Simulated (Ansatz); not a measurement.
# GaAs (F-43m) in Ansatz: settings compared

Aim: see how the results for GaAs move with the level of theory and the settings. Levels: PBEsol, revPBE, BLYP. Tasks: elastic constants, band structure, single point, equation of state.

Program: Ansatz 0.2.0. These are calculated values, not measurements. Logs are shortened: lines on timing, memory, paths and dates and some standing lists are left out, and cuts for length are marked.

**Measured values to compare with.**

From “Evidence of valence band perturbations in GaAsN/GaAs(001): A combined variable-angle spectroscopic ellipsometry and modulated photoreflectance investigation”, 2008, arxiv:0805.2212, for a bulk crystal of GaAs at 300 K: band gap 1.418 ± 0.005 eV (direct).

The runs below are set against these values where they give the same quantity.

## Step 1: Starting point

It takes space group F-43m (No. 216, cubic). The conventional cell has a = 5.654 Å, b = 5.654 Å, c = 5.654 Å, α = 90.00°, β = 90.00°, γ = 90.00°. As (site symmetry -43m) is surrounded by 4 Ga at 2.45 Å. Ga (site symmetry -43m) has 4 As at 2.45 Å as nearest neighbours.

## Step 2: Elastic constants, PBEsol

Contents of input.yaml:

```yaml
crystal:
  lattice:
    - [0.0, 2.82685, 2.82685]
    - [2.82685, 0.0, 2.82685]
    - [2.82685, 2.82685, 0.0]
  atoms:
    - { symbol: As, position: [0.75, 0.75, 0.75] }
    - { symbol: Ga, position: [0.0, 0.0, 0.0] }
hamiltonian:
  xc: pbesol
  pseudopotentials: { kind: paw }
kpoints:
  mp_grid: { grid: [7, 7, 7] }
scf:
  occupations: { method: fixed }
output:
  forces: true
  stress: true
elastic:
  mode: relaxed_ion
  stencil: two_point
```

Potentials or basis: Ansatz PAW.

The run is started by

```sh
ansatz run input.yaml --threads 2 --pin off --max-ram 5120MiB --backend cpu --events-out ev --progress --plain --runs-dir out
```

The log of the run:

```text
Warning: RAYON_NUM_THREADS=2 ignored (pool sized by the plan → 2); use --threads N
Engine: ansatz 0.2.0, aarch64-unknown-linux-gnu
Pseudopotentials: kind: paw
Pseudopotential: As, paw, valence charge 15, recommended cutoff 420 eV (normal), As.paw.azcp
Pseudopotential: Ga, paw, valence charge 13, recommended cutoff 420 eV (normal), Ga.paw.azcp
Functional definition: PBEsol
  exchange = pbesol_x
  correlation = pbesol_c
Crystal: 2 atoms, lattice volume = 45.179 Å³
Basis set: ecut = 420 eV, 893 PW (Γ), exchange–correlation on 54×54×54 points (8 copies of the dense FFT grid, shifted against one another)
Bands: 18, of which v1, the nominal top of the filled ones, is band 14 counted from 1 (13 counted from 0)
Symmetry: 24 space group operations
Space group: F-43m (ITA 216), of the structure as read, at distance tolerance 3.6e-5 Å
k-points: 20 of 343 (time reversal used)
Non-local potential: As, projectors of the file, l = 0: 2, l = 1: 2, l = 2: 3, l = 3: 1
Non-local potential: Ga, projectors of the file, l = 0: 2, l = 1: 2, l = 2: 3, l = 3: 1
PAW form: soft (Blöchl's): semilocal exchange-correlation on the pseudo side does not see the compensation charge
PAW frozen core: As, regenerated for the run's functional, and the local potential with it (the file was generated under x = pbe(κ = 0.804, μ = 0.2195149727645171), c = pbe(β = 0.06672455060314922))
PAW frozen core: Ga, regenerated for the run's functional, and the local potential with it (the file was generated under x = pbe(κ = 0.804, μ = 0.2195149727645171), c = pbe(β = 0.06672455060314922))
PAW one-centre angular grid: As, 590 points (default); XC on 64 Gauss nodes
PAW one-centre angular grid: Ga, 590 points (default); XC on 64 Gauss nodes
Initial density: superposition of atomic densities (neutral atoms: chi_scale 0, normalization atom), corrected by the library's trained network
Initial wavefunctions: pseudopotential atomic-orbital guess
Functional: x = pbesol(κ = 0.804, μ = 0.12345679012345678), c = pbesol(β = 0.046)
SCF iter   1: F=—  HF=-8556.851525 eV  |F-HF|=—  |Δ(HF+E_count)|=         —  Δρ=3.07e-3  dr2=7.01e-3  ethr=1.77e-3  ⟨swp⟩=4.8  Hψ=1486  notcnv=0  defer=33
preconditioner: auto → none  [insulator: Δε(μ)=0.429 eV  Ē_g=15.395 eV  n_scr=14 (ndim 8)  ℏωp=23.4 eV  f_vac=0.086  ε∞_Penn≈3.3]
SCF iter   2: F=—  HF=-8556.848545 eV  |F-HF|=—  |Δ(HF+E_count)|=   2.98e-3  Δρ=1.11e-3  dr2=5.45e-4  ethr=2.50e-5  ⟨swp⟩=2.5  Hψ=725  notcnv=0  defer=35
SCF iter   3: F=—  HF=-8556.848563 eV  |F-HF|=—  |Δ(HF+E_count)|=   1.86e-5  Δρ=4.19e-4  dr2=8.24e-5  ethr=1.95e-6  ⟨swp⟩=2.0  Hψ=585  notcnv=0  defer=35
SCF iter   4: F=—  HF=-8556.848565 eV  |F-HF|=—  |Δ(HF+E_count)|=   1.50e-6  Δρ=2.00e-4  dr2=1.13e-5  ethr=2.94e-7  ⟨swp⟩=2.0  Hψ=558  notcnv=0  defer=32
SCF iter   5: F=—  HF=-8556.848567 eV  |F-HF|=—  |Δ(HF+E_count)|=   1.92e-6  Δρ=3.78e-5  dr2=3.62e-7  ethr=4.03e-8  ⟨swp⟩=2.0  Hψ=540  notcnv=0
SCF iter   6: F=—  HF=-8556.848569 eV  |F-HF|=—  |Δ(HF+E_count)|=   2.35e-6  Δρ=3.35e-6  dr2=3.85e-9  ethr=1.29e-9  ⟨swp⟩=2.1  Hψ=447  notcnv=0
SCF iter   7: F=—  HF=-8556.848569 eV  |F-HF|=—  |Δ(HF+E_count)|=  4.26e-10  Δρ=9.37e-7  dr2=2.01e-10  ethr=1.38e-11  ⟨swp⟩=2.0  Hψ=640  notcnv=0
SCF iter   8: F=—  HF=-8556.848569 eV  |F-HF|=—  |Δ(HF+E_count)|=  3.93e-10  Δρ=1.88e-7  dr2=8.27e-12  ethr=7.18e-13 (applied; sched 1.00e-12)  ⟨swp⟩=2.0  Hψ=640  notcnv=0
SCF iter   9: F=—  HF=-8556.848569 eV  |F-HF|=—  |Δ(HF+E_count)|=  3.64e-12  Δρ=2.07e-8  dr2=8.78e-14  ethr=1.00e-12  ⟨swp⟩=4.8  Hψ=1861  notcnv=0
SCF iter  10: F=-8556.848569 eV  HF=-8556.848569 eV  |F-HF|=5.46e-12  |Δ(HF+E_count)|=  1.82e-12  Δρ=4.79e-9  dr2=1.08e-14  ethr=1.00e-12  ⟨swp⟩=4.0  Hψ=1275  notcnv=0
SCF 1 converged in 10 iterations: F = -8556.848569 eV  dr2 = 1.08e-14
Crystal: 2 atoms, lattice volume = 45.089 Å³
Symmetry: 8 space group operations
k-points: 40 of 343 (time reversal used)
Initial density: handed on by an earlier stage of this run
Initial wavefunctions: those handed on with the density
iter 1 solved again at ethr=2.10e-8 eV; its pass at ethr=3.10e-3 eV (dr2=5.89e-6 eV) is discarded
SCF iter   1: F=—  HF=-8556.848411 eV  |F-HF|=—  |Δ(HF+E_count)|=         —  Δρ=1.10e-4  dr2=5.28e-6  ethr=2.10e-8  ⟨swp⟩=2.5  Hψ=3661  notcnv=0  defer=43
[... 34 lines left out ...]
SCF iter  10: F=-8556.848526 eV  HF=-8556.848526 eV  |F-HF|=0.00e0  |Δ(HF+E_count)|=    0.00e0  Δρ=4.09e-9  dr2=4.40e-15  ethr=1.00e-12  ⟨swp⟩=4.0  Hψ=3920  notcnv=0
SCF 4 converged in 10 iterations: F = -8556.848526 eV  dr2 = 4.40e-15
relax step   1: F+E_penalty+E_count = -8556.84852618 eV  Δ(F+E_penalty+E_count) = +0.000e0 eV  max|allowed force component| = 1.447e-2 eV/Å  Δτ_max = 0.0000 Å  (10 SCF iters, accepted)
iter 1 solved again at ethr=2.51e-9 eV; its pass at ethr=3.10e-3 eV (dr2=7.03e-7 eV) is discarded
SCF iter   1: F=—  HF=-8556.848538 eV  |F-HF|=—  |Δ(HF+E_count)|=         —  Δρ=6.63e-5  dr2=7.03e-7  ethr=2.51e-9  ⟨swp⟩=2.0  Hψ=5008  notcnv=0
preconditioner: auto → none  [insulator: Δε(μ)=0.434 eV  Ē_g=15.417 eV  n_scr=14 (ndim 8)  ℏωp=23.4 eV  f_vac=0.071  ε∞_Penn≈3.3]
[... 36 lines left out ...]
SCF iter   1: F=—  HF=-8556.848539 eV  |F-HF|=—  |Δ(HF+E_count)|=         —  Δρ=8.49e-5  dr2=1.16e-6  ethr=4.13e-9  ⟨swp⟩=2.0  Hψ=5008  notcnv=0
preconditioner: auto → none  [insulator: Δε(μ)=0.433 eV  Ē_g=15.417 eV  n_scr=14 (ndim 8)  ℏωp=23.4 eV  f_vac=0.071  ε∞_Penn≈3.3]
SCF iter   2: F=—  HF=-8556.848538 eV  |F-HF|=—  |Δ(HF+E_count)|=   1.02e-6  Δρ=3.67e-5  dr2=2.08e-7  ethr=4.13e-9  ⟨swp⟩=2.0  Hψ=1560  notcnv=0
SCF iter   3: F=—  HF=-8556.848538 eV  |F-HF|=—  |Δ(HF+E_count)|=  2.16e-10  Δρ=3.04e-6  dr2=1.48e-9  ethr=7.41e-10  ⟨swp⟩=2.3  Hψ=1568  notcnv=0
SCF iter   4: F=—  HF=-8556.848538 eV  |F-HF|=—  |Δ(HF+E_count)|=   1.81e-9  Δρ=7.04e-7  dr2=1.16e-10  ethr=5.30e-12  ⟨swp⟩=2.0  Hψ=1771  notcnv=0
SCF iter   5: F=—  HF=-8556.848538 eV  |F-HF|=—  |Δ(HF+E_count)|=  6.55e-11  Δρ=1.92e-7  dr2=1.54e-11  ethr=4.16e-13 (applied; sched 1.00e-12)  ⟨swp⟩=2.0  Hψ=1728  notcnv=0
SCF iter   6: F=—  HF=-8556.848538 eV  |F-HF|=—  |Δ(HF+E_count)|=  9.09e-12  Δρ=6.17e-8  dr2=1.21e-12  ethr=5.50e-14 (applied; sched 1.00e-12)  ⟨swp⟩=2.0  Hψ=1728  notcnv=0
SCF iter   7: F=-8556.848538 eV  HF=-8556.848538 eV  |F-HF|=1.82e-12  |Δ(HF+E_count)|=  1.82e-12  Δρ=1.35e-8  dr2=4.07e-14  ethr=1.00e-12  ⟨swp⟩=4.2  Hψ=4119  notcnv=0
SCF 9 converged in 7 iterations: F = -8556.848538 eV  dr2 = 4.07e-14
relax step   2: F+E_penalty+E_count = -8556.84853751 eV  Δ(F+E_penalty+E_count) = -1.133e-5 eV  max|allowed force component| = 5.164e-8 eV/Å  Δτ_max = 0.0008 Å  (7 SCF iters, accepted)
iter 1 solved again at ethr=1.00e-12 eV; its pass at ethr=3.10e-3 eV (dr2=2.53e-13 eV) is discarded
SCF iter   1: F=—  HF=-8556.848538 eV  |F-HF|=—  |Δ(HF+E_count)|=         —  Δρ=4.89e-8  dr2=2.39e-13  ethr=1.00e-12  ⟨swp⟩=2.3  Hψ=5220  notcnv=0
SCF iter   2: F=—  HF=-8556.848538 eV  |F-HF|=—  |Δ(HF+E_count)|=   8.14e-7  Δρ=3.11e-8  dr2=1.25e-13  ethr=8.55e-16 (applied; sched 1.00e-12)  ⟨swp⟩=3.0  Hψ=2624  notcnv=0
SCF iter   3: F=-8556.848538 eV  HF=-8556.848538 eV  |F-HF|=0.00e0  |Δ(HF+E_count)|=    0.00e0  Δρ=1.82e-8  dr2=3.60e-14  ethr=1.00e-12  ⟨swp⟩=4.0  Hψ=3634  notcnv=0
SCF 10 converged in 3 iterations: F = -8556.848538 eV  dr2 = 3.60e-14
SCF converged after 10 iterations
Free energy (F): -8556.848569 eV
Harris-Foulkes:  -8556.848569 eV  (|F-HF|=5.46e-12)
Internal energy: -8556.848569 eV  (E = F + TS)
E sigma→0 (E₀):  -8556.848569 eV
Fermi energy:    8.053906 eV
--- Per-component energies (eV) ---
  E_band       = -316.136698
  E_kinetic    = 219.451654
  E_local      = -3918.990171  (includes V_loc(G=0)·N_el)
  E_nonlocal   = -242.247799
  E_hartree    = 1971.886151
  E_xc         = -147.246200
  E_vxc        = -137.441129  (∫ρ·V_xc dr)
  E_paw        = -3742.803684  (= ΣΔE_a)
  E_vpaw       = -180.681413  (= ΣTr[D̂ρ^β])
  E_aug_tail   = -0.000140  (compensation charges beyond the density's cutoff)
  E_ewald      = -2698.727786
  E_core_change = 1.829407  (= ΣΔE_core)
  E_smearing   = -0.000000  (= −TS)
  E_closure    = 0.000000  (closes the sum)
  Σ components = -8556.848569   (vs F -8556.848569, Δ=0.00e0)
--- Forces (eV/Å), atoms counted from 1 ---
  atom   1  As     0.00000000    -0.00000000    -0.00000000
  atom   2  Ga    -0.00000000     0.00000000     0.00000000
  max |Σ_I F_I| component: 1.64e-16 eV/Å
--- Stress (GPa, compression-positive) ---
        0.170616      -0.000000      -0.000000
        0.000000       0.170616       0.000000
       -0.000000       0.000000       0.170616
  P = ⅓ Tr σ = 0.1706 GPa (1.706 kbar)
--- Band table (eV; the first three rows and the last of 20) ---
  k-point 0: bands = ["-27.1110", "-27.1110", "-27.1110", "-27.1011", "-27.1011", "-6.7356", "-6.7356", "-6.7356", "-6.6564", "-6.6564", "-4.6989", "8.0539", "8.0539", "8.0539", "8.4942", "11.7513", "11.7513", "11.7513"]
  k-point 1: bands = ["-27.1110", "-27.1109", "-27.1109", "-27.1010", "-27.1010", "-6.7533", "-6.7310", "-6.7310", "-6.6566", "-6.6566", "-4.4606", "5.7419", "7.7555", "7.7555", "9.6257", "12.1858", "12.1858", "12.3760"]
  k-point 2: bands = ["-27.1109", "-27.1105", "-27.1105", "-27.1009", "-27.1009", "-6.7886", "-6.7221", "-6.7221", "-6.6557", "-6.6557", "-3.8134", "3.3255", "7.2564", "7.2564", "9.3305", "12.6830", "12.6830", "14.5029"]
  k-point 19: bands = ["-27.1109", "-27.1102", "-27.1093", "-27.1012", "-27.1005", "-6.8350", "-6.7043", "-6.6927", "-6.6671", "-6.6526", "-2.2087", "1.4544", "4.2072", "5.2577", "11.2914", "13.2126", "14.0009", "14.6607"]
--- Elastic constants: 2 strain directions × 2 members + reference (group order 24) ---
  dense FFT box of the reference and of every strained cell: 27×27×27
  strains applied: 11, 23; error gains: componentwise 1.00 (the most a stress slope's error grows in a printed constant), spectral 1.73 (1 for all six strains in a standard setting)
  C = ∂σ_k/∂η_j (tension-positive GPa; Voigt order 11 22 33 23 13 12):
       111.018     50.034     50.034      0.000      0.000      0.000
        50.034    111.018     50.034      0.000      0.000     -0.000
        50.034     50.034    111.018      0.000     -0.000     -0.000
         0.000      0.000      0.000     55.144      0.000     -0.000
        -0.000     -0.000     -0.000     -0.000     55.144      0.000
         0.000     -0.000      0.000      0.000      0.000     55.144
  reference stress σ⁰ (GPa):     -0.171     -0.171     -0.171     -0.000      0.000     -0.000
  C* (energy form; C + prestress term) asymmetry max|C*_kj − C*_jk| = 1.421e-14 GPa — a small one proves nothing (zero by symmetry where the batch's group is 432, −43m or m−3m); a large one is finite-difference/SCF noise where every solve meets its electron count
  moduli (Voigt/Reuss/Hill, GPa): K = 70.36/70.36/70.36   G = 45.28/41.67/43.48   E = 108.15   ν = 0.244
  mechanically stable: yes (min eigenvalue of sym C = 55.14 GPa)
  strain η (Voigt 11):  stress-route row diagonal C_11 = 111.02 GPa, energy-path curvature d²(F+E_count+ΔE)/dδ²/Ω₀ = 111.01 GPa
         δ    σ_11 (GPa)             F (eV)   n_scf  n_hpsi   n_pw
    -2.000e-3      -0.3933       -8556.8484109       8   13018    897   relax 0 steps, max|allowed force component| 2.17e-19 eV/Å
     2.000e-3       0.0507       -8556.8486001       7   11423    905   relax 0 steps, max|allowed force component| 4.34e-19 eV/Å
  strain η (Voigt 23):  stress-route row diagonal C_44 = 55.14 GPa, energy-path curvature d²(F+E_count+ΔE)/dδ²/Ω₀ = 55.32 GPa
         δ    σ_23 (GPa)             F (eV)   n_scf  n_hpsi   n_pw
    -2.000e-3      -0.1103       -8556.8485375       3   12133    903   relax 3 steps, max|allowed force component| 9.36e-9 eV/Å
     2.000e-3       0.1103       -8556.8485375       3   12061    903   relax 2 steps, max|allowed force component| 5.16e-8 eV/Å
```

It took 20 s on 2 threads of Arm Neoverse V1, shared host; peak memory 0.37 GiB.

What came out:

* Free energy: -8556.8486 eV
* Pressure: 0.2 GPa
* Band gap on the k mesh: 0.44 eV, direct
* Elastic constants C11, C12, C44: 111, 50, 55 GPa
* Voigt bulk modulus: 70 GPa

Levels at points of the mesh, in eV from the valence-band top:
```csv
k point,band 11,band 12,band 13,band 14,band 15,band 16,band 17,band 18
"(0.00, 0.00, 0.00)",-12.75,0.00,0.00,0.00,0.44,3.70,3.70,3.70
```

Elastic tensor in Voigt notation (GPa, in the Cartesian axes of the cell as first typed):
```
111  50  50   0   0   0
 50 111  50   0   0   0
 50  50 111   0   0   0
  0   0   0  55   0   0
  0   0   0   0  55   0
  0   0   0   0   0  55
```

Caveat: odd divisions of the mesh miss points on the zone boundary, where band edges often lie, so the gap on the mesh can be too wide; the PAW data sets come from PBE, with cores solved anew for the run's functional, which leaves a small shift of forces and pressure.

[end of part 1 of 2]
